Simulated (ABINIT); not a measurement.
MoP:

```
CELL_PARAMETERS angstrom
3.22300 0.00000 0.00000
-1.61150 2.79120 0.00000
0.00000 0.00000 3.19100
ATOMIC_POSITIONS crystal
Mo 0.00000 0.00000 0.00000
P 0.33333 0.66667 0.50000
```

Base run:

| Item | Value |
| --- | --- |
| Program | ABINIT 10.8.3 (patched build) |
| Functional | BP86 |
| Potentials or basis | JTH PAW PBE v2.0 |
| Cutoff | 544 eV |
| k mesh | 10 × 10 × 8 |
| Occupations | fermi-dirac, width 0.05 eV |
| Spin | no spin polarisation |

Its results: band gap on the k mesh none (metal or under the smearing width); pressure 5.1 GPa.

The run is repeated on the same cell with these changes: functional from BP86 to PBE. What comes out?

Band gap on the k mesh none (metal or under the smearing width); pressure 2.8 GPa.

Caveats: the PAW data sets were made with another functional, which shifts forces and pressure a little (some runs).
